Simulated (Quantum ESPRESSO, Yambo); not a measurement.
Planning a run of Yambo 5.3.0 on NaF (Villiaumite). The input:

```
HF_and_locXC
gw0
dyson
ppa
em1d
rim_cut
RandQpts= 1000000
RandGvec= 1 RL
EXXRLvcs= 76 Ry
VXCRLvcs= 304 Ry
Chimod= "HARTREE"
% BndsRnXp
 1 | 68 |
%
NGsBlkXp= 13 Ry
% LongDrXp
 1 | 1 | 1 |
%
% GbndRnge
 1 | 68 |
%
DysSolver= "n"
ExtendOut
PPAPntXp= 10 eV
% QPkrange
 1 | 1 | 7 | 10 |
%
```

The database entry behind the starting cell differs from later determinations by our own check (0.1 to 0.3 % short, probably kX units), so it need not match the best structure at ambient conditions.

```sh
OMP_NUM_THREADS=1 mpirun -n 4 yambo -F gw3.in -J gw3 -C gw3 > gw3.log
```

The stored states that it reads are on a 8×8×8 mesh. It takes space group Fm-3m (No. 225, cubic). The conventional cell has a = 4.620 Å, b = 4.620 Å, c = 4.620 Å, α = 90.00°, β = 90.00°, γ = 90.00°. Nearest to Na lie 6 F at 2.31 Å. F has 6 Na at 2.31 Å nearest. Farther neighbours and most contacts between anions are not listed.

Question: Estimate wall time and host memory on 4 MPI ranks of Arm Neoverse V1, shared host.

It took 4.3 min; on shared hardware allow 2.2 min to 8.6 min. Peak host memory was 1.6 GiB.

The screening grows as filled bands × empty bands × pairs of k points, times the square of the screening basis for the matrix.

[Paths, hosts, dates, memory and timing lines, banners, echoed tables and standing remarks are left out of the program output.]

[Logs are printed without paths, hosts, clocks, repeated set-up lines and the standing remarks that a program may print on its own settings, such as how far it seeks lower states.]

[Runs of the session that timed out or met a known fault of the program may be left out.]

[Hosts, paths, dates, database ids (printed as entryN), source tags and the programs' standing remarks are cut or masked in the printed files.]
